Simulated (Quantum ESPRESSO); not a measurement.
# C (Fd-3m) in Quantum ESPRESSO: notebook, part 2 of 3

Quantum ESPRESSO 7.5.

## (4) Dielectric tensor, PBEsol

The input, pw.in:

```
&CONTROL
  calculation = 'scf'
  prefix = 'pwscf'
  outdir = './tmp'
  pseudo_dir = './pseudo'
  tprnfor = .true.
  tstress = .true.
  disk_io = 'low'
/
&SYSTEM
  ibrav = 0
  nat = 2
  ntyp = 1
  ecutwfc = 82
  nbnd = 9
  occupations = 'smearing'
  smearing = 'fd'
  degauss = 0.00367493
/
&ELECTRONS
  conv_thr = 4d-10
  electron_maxstep = 120
  mixing_beta = 0.5
/
ATOMIC_SPECIES
C     12.0110 C.upf
CELL_PARAMETERS angstrom
   0.0000000000    1.7833700000    1.7833700000
   1.7833700000    0.0000000000    1.7833700000
   1.7833700000    1.7833700000    0.0000000000
ATOMIC_POSITIONS angstrom
C      2.6750550000    2.6750550000    2.6750550000
C      1.7833700000    1.7833700000    1.7833700000
K_POINTS automatic
14 14 14 1 1 1
```

The input, scf2.in:

```
&CONTROL
  calculation = 'scf'
  prefix = 'pwscf'
  outdir = './tmp'
  pseudo_dir = './pseudo'
  tprnfor = .true.
  tstress = .true.
  disk_io = 'low'
/
&SYSTEM
  ibrav = 0
  nat = 2
  ntyp = 1
  ecutwfc = 82
  nbnd = 9
  occupations = 'fixed'
/
&ELECTRONS
  conv_thr = 1d-13
  electron_maxstep = 120
  mixing_beta = 0.5
  startingpot = 'file'
  startingwfc = 'file'
/
ATOMIC_SPECIES
C     12.0110 C.upf
CELL_PARAMETERS angstrom
   0.0000000000    1.7833700000    1.7833700000
   1.7833700000    0.0000000000    1.7833700000
   1.7833700000    1.7833700000    0.0000000000
ATOMIC_POSITIONS angstrom
C      2.6750550000    2.6750550000    2.6750550000
C      1.7833700000    1.7833700000    1.7833700000
K_POINTS automatic
14 14 14 1 1 1
```

The input, ph.in:

```
dielectric of C
&INPUTPH
  prefix = 'pwscf'
  outdir = './tmp'
  tr2_ph = 1d-18
  fildyn = 'dyn'
  niter_ph = 90
  alpha_mix(1) = 0.7
  epsil = .true.
  trans = .false.
  zeu = .true.
/
0.0000000000 0.0000000000 0.0000000000
```

Potentials or basis: PseudoDojo 0.4.1 SR PBEsol standard.

Launch:

```bash
> OMP_NUM_THREADS=1 pw.x -in pw.in > pw.out
> OMP_NUM_THREADS=1 pw.x -in scf2.in > scf2.out
> OMP_NUM_THREADS=1 ph.x -in ph.in > ph.out
```

pw.out:

```text
This program is part of the open-source Quantum ESPRESSO suite
     for quantum simulation of materials; please cite
[... 9 lines left out ...]
     --------------------
     sticks:   dense  smooth     PW     G-vecs:    dense   smooth      PW
     Sum         511     511    163                 7727     7727    1459

     Using Slab Decomposition

     bravais-lattice index     =            0
     lattice parameter (alat)  =       4.7660  a.u.
     unit-cell volume          =      76.5510 (a.u.)^3
     number of atoms/cell      =            2
     number of atomic types    =            1
     number of electrons       =         8.00
     number of Kohn-Sham states=            9
     kinetic-energy cutoff     =      82.0000  Ry
     charge density cutoff     =     328.0000  Ry
     scf convergence threshold =      4.0E-10
     mixing beta               =       0.5000
     number of iterations used =            8  plain     mixing
[... 51 lines left out ...]
     Davidson diagonalization with overlap
     ethr =  1.00E-02,  avg # of iterations =  4.7

     total energy              =     -24.01759202 Ry
     estimated scf accuracy    <       0.11561995 Ry
[... 50 lines left out ...]
     iteration #  9     ecut=    82.00 Ry     beta= 0.50
     Davidson diagonalization with overlap
     ethr =  2.60E-11,  avg # of iterations =  1.4

     End of self-consistent calculation

     Number of k-points >= 100: set verbosity='high' to print the bands.

     the Fermi energy is    15.4503 ev

!    total energy              =     -24.01693438 Ry
     estimated scf accuracy    <          2.6E-10 Ry
     smearing contrib. (-TS)   =       0.00000000 Ry
     internal energy E=F+TS    =     -24.01693438 Ry

     The total energy is F=E-TS. E is the sum of the following terms:
     one-electron contribution =       8.27848251 Ry
     hartree contribution      =       1.89542691 Ry
     xc contribution           =      -8.61615529 Ry
     ewald contribution        =     -25.57468850 Ry

     convergence has been achieved in   9 iterations

     Forces acting on atoms (cartesian axes, Ry/au):

     atom    1 type  1   force =     0.00000000    0.00000000    0.00000000
     atom    2 type  1   force =     0.00000000    0.00000000    0.00000000

     Total force =     0.000000     Total SCF correction =     0.000000

     Computing stress (Cartesian axis) and pressure

          total   stress  (Ry/bohr**3)                   (kbar)     P=      -33.41
  -0.00022710   0.00000000   0.00000000          -33.41        0.00        0.00
   0.00000000  -0.00022710   0.00000000            0.00      -33.41        0.00
   0.00000000   0.00000000  -0.00022710            0.00        0.00      -33.41

=------------------------------------------------------------------------------=
   JOB DONE.
=------------------------------------------------------------------------------=
```

scf2.out:

```text
This program is part of the open-source Quantum ESPRESSO suite
     for quantum simulation of materials; please cite
[... 9 lines left out ...]
     --------------------
     sticks:   dense  smooth     PW     G-vecs:    dense   smooth      PW
     Sum         511     511    163                 7727     7727    1459
[... 115 lines left out ...]
  -0.00022689  -0.00000000  -0.00000000          -33.38       -0.00       -0.00
  -0.00000000  -0.00022689  -0.00000000           -0.00      -33.38       -0.00
  -0.00000000  -0.00000000  -0.00022689           -0.00       -0.00      -33.38

=------------------------------------------------------------------------------=
   JOB DONE.
=------------------------------------------------------------------------------=
```

It took 2.4 min on 1 thread of Arm Neoverse V2, shared host; peak memory 0.06 GiB.

What came out:

```
Free energy                             : -326.7670 eV
Pressure                                : -3.3 GPa
Electronic dielectric tensor (diagonal) : 5.81
Born charges (mean of the diagonal)     : C +0.00 e
```

Electronic dielectric tensor:
```
5.81 0.00 0.00
0.00 5.81 0.00
0.00 0.00 5.81
```

Born effective charge tensors (e):
atom 1, C
```
0.00 0.00 0.00
0.00 0.00 0.00
0.00 0.00 0.00
```
atom 2, C
```
0.00 0.00 0.00
0.00 0.00 0.00
0.00 0.00 0.00
```

Caveat: the cell is more than 3 GPa from zero pressure, which shifts response properties.

## (5) Dielectric tensor, WC

Edit pw.in of step 4 so:

```diff
@@ -15,2 +15,3 @@
   nbnd = 9
+  input_dft = 'wc'
   occupations = 'smearing'
```

Edit scf2.in of step 4 so:

```diff
@@ -15,2 +15,3 @@
   nbnd = 9
+  input_dft = 'wc'
   occupations = 'fixed'
```

ph.in is that of step 4.

Potentials or basis: PseudoDojo 0.4.1 SR PBE standard.

Launch:

```bash
> OMP_NUM_THREADS=1 pw.x -in pw.in > pw.out
> OMP_NUM_THREADS=1 pw.x -in scf2.in > scf2.out
> OMP_NUM_THREADS=1 ph.x -in ph.in > ph.out
```

pw.out:

```text
This program is part of the open-source Quantum ESPRESSO suite
     for quantum simulation of materials; please cite
         "P. Giannozzi et al., J. Phys.:Condens. Matter 21 395502 (2009);
         "P. Giannozzi et al., J. Phys.:Condens. Matter 29 465901 (2017);
         "P. Giannozzi et al., J. Chem. Phys. 152 154105 (2020);
     in publications or presentations arising from this work. More details at

     IMPORTANT: XC functional enforced from input :
     Exchange-correlation= WC
                           (   1   4  11   4   0   0   0)
     Any further DFT definition will be discarded
     Please, verify this is what you really want

     Message from routine setup:
     using ibrav=0 with symmetry is DISCOURAGED, use correct ibrav instead

     G-vector sticks info
     --------------------
     sticks:   dense  smooth     PW     G-vecs:    dense   smooth      PW
     Sum         511     511    163                 7727     7727    1459

     Using Slab Decomposition

     bravais-lattice index     =            0
     lattice parameter (alat)  =       4.7660  a.u.
     unit-cell volume          =      76.5510 (a.u.)^3
     number of atoms/cell      =            2
     number of atomic types    =            1
     number of electrons       =         8.00
     number of Kohn-Sham states=            9
     kinetic-energy cutoff     =      82.0000  Ry
     charge density cutoff     =     328.0000  Ry
     scf convergence threshold =      4.0E-10
     mixing beta               =       0.5000
     number of iterations used =            8  plain     mixing
     Exchange-correlation= WC
                           (   1   4  11   4   0   0   0)

     celldm(1)=   4.766014  celldm(2)=   0.000000  celldm(3)=   0.000000
     celldm(4)=   0.000000  celldm(5)=   0.000000  celldm(6)=   0.000000

[... 8 lines left out ...]
               b(3) = (  0.707107  0.707107 -0.707107 )

     PseudoPot. # 1 for C  read from file:
     C.upf
     Pseudo is Norm-conserving + core correction, Zval =  4.0
     Generated using ONCVPSP code by D. R. Hamann
     Using radial grid of 1248 points,  4 beta functions with:
                l(1) =   0
                l(2) =   0
                l(3) =   1
                l(4) =   1

     atomic species   valence    mass     pseudopotential
     C                 4.00    12.01100     C ( 1.00)

     48 Sym. Ops., with inversion, found (24 have fractional translation)

   Cartesian axes

     site n.     atom                  positions (alat units)
         1        C      tau(   1) = (   1.0606602   1.0606602   1.0606602  )
         2        C      tau(   2) = (   0.7071068   0.7071068   0.7071068  )

     number of k points=   280  Fermi-Dirac smearing, width (Ry)=  0.0037

     Number of k-points >= 100: set verbosity='high' to print them.

     Dense  grid:     7727 G-vectors     FFT dimensions: (  32,  32,  32)

     Initial potential from superposition of free atoms

     starting charge       7.9999, renormalised to       8.0000
     Starting wfcs are    8 randomized atomic wfcs +    1 random wfcs

     Self-consistent Calculation

     iteration #  1     ecut=    82.00 Ry     beta= 0.50
     Davidson diagonalization with overlap
     ethr =  1.00E-02,  avg # of iterations =  4.7

     total energy              =     -24.05294268 Ry
     estimated scf accuracy    <       0.11250418 Ry

     iteration #  2     ecut=    82.00 Ry     beta= 0.50
     Davidson diagonalization with overlap
     ethr =  1.41E-03,  avg # of iterations =  1.2

     total energy              =     -24.05070379 Ry
     estimated scf accuracy    <       0.01562664 Ry

     iteration #  3     ecut=    82.00 Ry     beta= 0.50
     Davidson diagonalization with overlap
     ethr =  1.95E-04,  avg # of iterations =  2.2

     total energy              =     -24.05229404 Ry
     estimated scf accuracy    <       0.00017804 Ry

     iteration #  4     ecut=    82.00 Ry     beta= 0.50
     Davidson diagonalization with overlap
     ethr =  2.23E-06,  avg # of iterations =  6.1

     total energy              =     -24.05231721 Ry
     estimated scf accuracy    <       0.00001332 Ry

     iteration #  5     ecut=    82.00 Ry     beta= 0.50
     Davidson diagonalization with overlap
     ethr =  1.67E-07,  avg # of iterations =  2.0

     total energy              =     -24.05231942 Ry
     estimated scf accuracy    <       0.00000029 Ry

     iteration #  6     ecut=    82.00 Ry     beta= 0.50
     Davidson diagonalization with overlap
     ethr =  3.66E-09,  avg # of iterations =  1.9

     total energy              =     -24.05231915 Ry
     estimated scf accuracy    <       0.00000064 Ry

     iteration #  7     ecut=    82.00 Ry     beta= 0.50
     Davidson diagonalization with overlap
     ethr =  3.66E-09,  avg # of iterations =  2.0

     total energy              =     -24.05231919 Ry
     estimated scf accuracy    <          9.0E-09 Ry

     iteration #  8     ecut=    82.00 Ry     beta= 0.50
     Davidson diagonalization with overlap
     ethr =  1.12E-10,  avg # of iterations =  1.9

     total energy              =     -24.05231919 Ry
     estimated scf accuracy    <          1.6E-09 Ry

     iteration #  9     ecut=    82.00 Ry     beta= 0.50
     Davidson diagonalization with overlap
     ethr =  1.99E-11,  avg # of iterations =  1.5

     End of self-consistent calculation

     Number of k-points >= 100: set verbosity='high' to print the bands.

     the Fermi energy is    15.4359 ev

!    total energy              =     -24.05231919 Ry
     estimated scf accuracy    <          3.2E-10 Ry
     smearing contrib. (-TS)   =       0.00000000 Ry
     internal energy E=F+TS    =     -24.05231919 Ry

     The total energy is F=E-TS. E is the sum of the following terms:
     one-electron contribution =       8.26231793 Ry
     hartree contribution      =       1.90591581 Ry
     xc contribution           =      -8.64586443 Ry
     ewald contribution        =     -25.57468850 Ry

     convergence has been achieved in   9 iterations

     Forces acting on atoms (cartesian axes, Ry/au):

     atom    1 type  1   force =     0.00000000   -0.00000000   -0.00000000
     atom    2 type  1   force =    -0.00000000    0.00000000    0.00000000

     Total force =     0.000000     Total SCF correction =     0.000000

     Computing stress (Cartesian axis) and pressure

          total   stress  (Ry/bohr**3)                   (kbar)     P=      -23.70
  -0.00016114   0.00000000   0.00000000          -23.70        0.00        0.00
   0.00000000  -0.00016114   0.00000000            0.00      -23.70        0.00
   0.00000000   0.00000000  -0.00016114            0.00        0.00      -23.70

=------------------------------------------------------------------------------=
   JOB DONE.
=------------------------------------------------------------------------------=
```

Wall time 2.2 min (1 thread of Arm Neoverse V2, shared host); peak memory 0.06 GiB.

What came out:

| Property | Result |
| --- | --- |
| Free energy | -327.2485 eV |
| Pressure | -2.4 GPa |
| Electronic dielectric tensor (diagonal) | 5.81 |
| Born charges (mean of the diagonal) | C +0.00 e |

Electronic dielectric tensor:
```
5.81 0.00 0.00
0.00 5.81 0.00
0.00 0.00 5.81
```

Born effective charge tensors (e):
atom 1, C
```
0.00 0.00 0.00
0.00 0.00 0.00
0.00 0.00 0.00
```
atom 2, C
```
0.00 0.00 0.00
0.00 0.00 0.00
0.00 0.00 0.00
```

Caveat: the potentials were made for another functional, which shifts forces and pressure.

[end of part 2 of 3]
